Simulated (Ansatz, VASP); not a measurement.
**Hf: VASP beside Ansatz**

File INCAR:

```
PREC     = Accurate       # precision mode
ENCUT    = 520            # plane-wave cutoff, eV
EDIFF    = 1E-7           # SCF threshold, eV
ISMEAR   = -1             # smearing method
SIGMA    = 0.05           # smearing width, eV
LREAL    = False          # projectors in reciprocal space
LASPH    = True           # aspherical terms in the spheres
NELM     = 100            # most SCF steps
ALGO     = Normal         # electronic algorithm
ISIF     = 2              # what is computed and relaxed
LWAVE    = False          # write WAVECAR
LCHARG   = False          # write CHGCAR
GGA      = PS             # functional
NBANDS   = 17             # bands
```

File KPOINTS:

```
Automatic mesh
0
Gamma
  10 10 5
```

The input POSCAR:

```
Hf
1.0
    3.1967000000      0.0000000000      0.0000000000
   -1.5983500000      2.7684234083      0.0000000000
    0.0000000000      0.0000000000      5.0578000000
Hf
2
Direct
    0.6707990000      0.3463000000      0.7545060000
    0.3256540000      0.6728700000      0.2466750000
```

File input.yaml:

```yaml
crystal:
  lattice:
    - [3.1967, 0.0, 0.0]
    - [-1.59835, 2.7684234083, 0.0]
    - [0.0, 0.0, 5.0578]
  atoms:
    - { symbol: Hf, position: [0.670799, 0.3463, 0.754506] }
    - { symbol: Hf, position: [0.325654, 0.67287, 0.246675] }
hamiltonian:
  xc: pbesol
  pseudopotentials: { kind: paw }
kpoints:
  mp_grid: { grid: [10, 10, 5] }
scf:
  occupations: { method: fermi_dirac, width: 0.05 }
output:
  forces: true
  stress: true
  eigenvalues: true
```

Change from the starting cell: atoms moved at random, drawn with an rms of 0.05 Å.

Alike in both runs: task single point; functional PBEsol; k mesh 10 × 10 × 5; occupations fermi-dirac, width 0.05 eV; no spin polarisation.

```csv
,VASP,Ansatz
version,VASP 6.6.1,Ansatz 0.2.0
potentials or method,"VASP PAW PBE potentials, release 64 (Hf_pv)",Ansatz PAW
plane-wave cutoff (eV),520,420
valence electrons in the cell,20,52
```

VASP gave:

| Quantity | Value |
| --- | --- |
| gap on the k mesh at the Fermi level (eV) | none |
| pressure (GPa) | -4.2 |
| largest component of the traceless stress (GPa) | 0.28 |
| rms of the force components (eV/Å) | 0.081 |

Problem. Estimate Ansatz's values.

Solution. gap on the k mesh at the Fermi level (eV): none; pressure (GPa): -3.9; largest component of the traceless stress (GPa): 0.25; rms of the force components (eV/Å): 0.084.

Atom by atom the forces differ by 0.003 eV/Å (rms over components). A gap of «none» marks a metal or a gap that the smearing closes. The two sets of potentials don't hold the same shells in valence.

Caveats: the PAW data sets were made with another functional, which shifts forces and pressure a little (VASP); the PAW data sets come from PBE, with cores solved anew for the run's functional, which leaves a small shift of forces and pressure (Ansatz). The runs have no spin-orbit coupling, so splittings on Hf are missing.
